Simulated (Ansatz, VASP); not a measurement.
One calculation of Pb3O, two programs

```
Pb O
1.0
     0.00000    3.68818    3.68818
     3.68818    0.00000    3.68818
     3.68818    3.68818    0.00000
Pb O
3 1
Direct
  0.50000 0.50000 0.50000
  0.25000 0.25000 0.25000
  0.75000 0.75000 0.75000
  0.00000 0.00000 0.00000
```

Alike in both runs: task relaxation of cell and atoms; functional PBE; k mesh 4 × 4 × 4; occupations gaussian, width 0.1 eV; no spin polarisation.

```csv
,VASP,Ansatz
version,VASP 6.6.1,Ansatz 0.2.0
potentials or method,"VASP PAW PBE potentials, release 64 (Pb_d, O)","scalar-relativistic, plane waves, PAW"
plane-wave cutoff (eV),600,420
valence electrons in the cell,48,48
```

VASP gave:

```
gap on the k mesh at the Fermi level, each at its own relaxed structure (eV) : none
relaxed volume (Å³/atom)                                                     : 24.47
relaxed cell length with the largest relative difference (Å)                 : 5.173
energy change over the relaxation (meV/atom)                                 : -2
```

Task: Which values does Ansatz return?

Result: gap on the k mesh at the Fermi level, each at its own relaxed structure (eV): none; relaxed volume (Å³/atom): 24.57; relaxed cell length with the largest relative difference (Å): 5.180; energy change over the relaxation (meV/atom): -2.

A gap of «none» marks a metal or a gap that the smearing closes.

Caveats: the k mesh is coarse (spacing up to 0.37 Å⁻¹), so the values aren't converged; the bands computed are all filled at some k points, so no gap is given. The runs have no spin-orbit coupling, so splittings on Pb are missing.
